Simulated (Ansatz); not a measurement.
The system is Te2Mo.

```
CELL_PARAMETERS angstrom
6.33000 0.00000 0.00000
0.00000 3.46900 0.00000
-0.94679 0.00000 13.82762
ATOMIC_POSITIONS crystal
Te 0.94370 0.75000 0.60450
Te 0.05630 0.25000 0.39550
Te 0.90300 0.25000 0.85140
Te 0.09700 0.75000 0.14860
Te 0.41120 0.75000 0.89550
Te 0.58880 0.25000 0.10450
Te 0.44320 0.25000 0.64840
Te 0.55680 0.75000 0.35160
Mo 0.81670 0.75000 0.99260
Mo 0.18330 0.25000 0.00740
Mo 0.68190 0.25000 0.49340
Mo 0.31810 0.75000 0.50660
```

```yaml
Program: Ansatz 0.2.0
Task: relaxation of cell and atoms
Functional: revPBE
Dispersion: D4
Potentials_or_basis: Ansatz PAW
Cutoff: "420 eV (not typed: the program's choice for these potentials)"
k_mesh: 4 × 8 × 2
Occupations: fermi-dirac, width 0.05 eV
Spin: no spin polarisation
```

At the start: volume 25.30 Å³/atom.

Task: How do energy, volume and symmetry change on relaxing?

Result: It ends after 6 steps and the volume is 23.91 Å³/atom (-5.5 %); space group P2_1/m (No. 11, to 0.05 Å).

The path:
```
step  energy change (eV)  largest force (eV/Å)  volume (Å³)
   1              0.0000                0.1899       303.64
   2             -0.1110                0.0618       293.13
   3             -0.1518                0.1305       287.44
   4             -0.1561                0.0206       286.95
   5             -0.1563                0.0024       286.87
   6             -0.1529                0.0024       286.87
```

Final structure:
```
CELL_PARAMETERS angstrom
6.32341 0.00000 0.00217
0.00000 3.46703 0.00000
-0.94107 0.00000 13.08474
ATOMIC_POSITIONS crystal
Te 0.94648 0.75000 0.60834
Te 0.05352 0.25000 0.39166
Te 0.90378 0.25000 0.84265
Te 0.09622 0.75000 0.15735
Te 0.41160 0.75000 0.89213
Te 0.58840 0.25000 0.10787
Te 0.44198 0.25000 0.65673
Te 0.55802 0.75000 0.34327
Mo 0.81711 0.75000 0.99206
Mo 0.18289 0.25000 0.00794
Mo 0.68058 0.25000 0.49383
Mo 0.31942 0.75000 0.50617
```

Caveat: the plane-wave basis is chosen anew once the cell has moved, so the energies of steps on either side of that aren't comparable; the PAW data sets come from PBE, with cores solved anew for the run's functional, which leaves a small shift of forces and pressure.
